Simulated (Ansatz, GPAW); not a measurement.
This is a calculation of Sn for Ansatz 0.2.0. 

input.yaml

```yaml
crystal:
  lattice:
    - [-2.9401404553, 2.9401404553, 1.5993019889]
    - [2.9401404553, -2.9401404553, 1.5993019889]
    - [2.9401404553, 2.9401404553, -1.5993019889]
  atoms:
    - { symbol: Sn, position: [0.0, 0.0, 0.0] }
    - { symbol: Sn, position: [0.75, 0.25, 0.5] }
kpoints:
  mp_grid: { grid: [9, 9, 9] }
scf:
  occupations: { method: gaussian, width: 0.022 }
hamiltonian:
  xc: pbe
  pseudopotentials: { kind: all_electron, lapw: { basis_error: 0.001 } }
output:
  forces: true
  stress: true
  eigenvalues: true
```

Potentials or basis: all-electron LAPW, scalar-relativistic.

Command:

```console
$ ansatz run input.yaml --threads 1 --pin off --max-ram 3072MiB --backend cpu --events-out ev --progress --plain --runs-dir out
```

**Question.** Translate it to GPAW 26.7.0 (ASE script). Potentials or basis there: GPAW PAW data sets (gpaw-data 1.2.1), cutoff 600 eV.

**Answer.** As run (cutoffs and basis follow the program's own potentials, and thresholds, step limits or extra output files can differ):

Contents of run.py:

```python
from ase import Atoms
from ase.dft.bandgap import bandgap
from ase.io import write
from ase.units import GPa
from gpaw import GPAW, PW

atoms = Atoms(['Sn', 'Sn'],
              cell=[[-2.9401404553, 2.9401404553, 1.5993019889],
                    [2.9401404553, -2.9401404553, 1.5993019889],
                    [2.9401404553, 2.9401404553, -1.5993019889]],
              scaled_positions=[[0.0, 0.0, 0.0],
                                [0.75, 0.25, 0.5]],
              pbc=True)

calc = GPAW(mode=PW(600),
            xc='PBE',
            kpts={'size': (9, 9, 9), 'gamma': True},
            occupations={'name': 'methfessel-paxton', 'order': 0, 'width': 0.022},
            nbands=24,
            convergence={'density': 1e-05, 'energy': 1e-05},
            maxiter=150,
            txt='gpaw.txt')
atoms.calc = calc
energy = atoms.get_potential_energy()
forces = atoms.get_forces()
stress = atoms.get_stress()
calc.write('gs.gpw')
write('result.traj', atoms)
print(f'Energy: {energy:.6f} eV')
print('Forces (eV/A):')
print(forces.round(4))
print('Stress (GPa):', (stress / GPa).round(3))
print('Fermi level:', round(calc.get_fermi_level(), 4), 'eV')
print(f'Gap: {bandgap(calc)[0]:.4f} eV, direct: {bandgap(calc, direct=True)[0]:.4f} eV')
```

Potentials or basis: GPAW PAW data sets (gpaw-data 1.2.1), pw.

Launch:

```sh
$ OMP_NUM_THREADS=1 python run.py
```

Both were run:

|  | Ansatz | GPAW |
| --- | --- | --- |
| Pressure | 1.4 GPa | 1.1 GPa |

Where Ansatz's input types no cutoff or centring, it takes its own default and a Γ-centred mesh.

Pressure is positive in compression.
